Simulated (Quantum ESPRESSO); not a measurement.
Here is a Quantum ESPRESSO 7.5 calculation.

File run.py:

```python
import numpy as np
from ase.calculators.espresso import Espresso, EspressoProfile
from ase.io import read

atoms = read('POSCAR')

input_data = {
    'control': {'calculation': 'scf', 'prefix': 'pwscf', 'outdir': './tmp', 'tprnfor': True, 'tstress': True, 'disk_io': 'low'},
    'system': {'ecutwfc': 45.0, 'ecutrho': 360.0, 'nbnd': 20, 'occupations': 'smearing', 'smearing': 'fd', 'degauss': 0.00367493},
    'electrons': {'conv_thr': 6e-10, 'electron_maxstep': 120, 'mixing_beta': 0.5},
}
pseudopotentials = {'S': 's_pbesol_v1.4.uspp.F.UPF', 'Mo': 'mo_pbesol_v1.uspp.F.UPF'}
profile = EspressoProfile(command='mpirun -n 2 pw.x -nk 2', pseudo_dir='pseudo')
dft = Espresso(profile=profile, input_data=input_data, pseudopotentials=pseudopotentials, kpts=(8, 8, 2), koffset=(0, 0, 0))
atoms.calc = dft

from ase.optimize import FIRE
from ase.filters import FrechetCellFilter
done = FIRE(FrechetCellFilter(atoms), trajectory='opt.traj').run(fmax=0.02, steps=30)
print('converged', done)
print('cell (A)', np.round(atoms.cell.cellpar(), 5))
print(f'energy {atoms.get_potential_energy():.8f} eV')
print('forces (eV/A)')
print(np.round(atoms.get_forces(), 6))
print('stress (eV/A^3, Voigt)')
print(np.round(atoms.get_stress(), 8))
print(f'Fermi level {dft.get_fermi_level():.4f} eV')
```

File POSCAR:

```
MoS2
1.0
    3.1841260822      0.0000000000      0.0000000000
   -1.5920630411      2.7575340760      0.0000000000
    0.0000000000      0.0000000000     17.3345999500
Mo S
1 2
Direct
    0.0000000000      0.0000000000      0.0000000000
    0.3333333333      0.6666666667      0.9105070200
    0.3333333333      0.6666666667      0.0894929800
```

Potentials or basis: GBRV 1.5 PBEsol.

Run with:

```sh
$ OMP_NUM_THREADS=1 python run.py
```

Problem. Predict the relaxed volume.

Solution. 49.27 Å³/atom.

Problem. What does it give for the band gap on the k mesh?

Solution. 2.10 eV, indirect (least direct gap 2.14 eV).

Final structure:
```
Mo S
1.0
     3.13610    0.00000    0.00000
    -1.56805    2.71594    0.00000
     0.00000    0.00000   17.35339
Mo S
1 2
Direct
  0.00000 0.00000 0.00000
  0.33333 0.66667 0.91015
  0.33333 0.66667 0.08985
```

A hybrid or GW would open this gap; PBEsol tends to underestimate it.
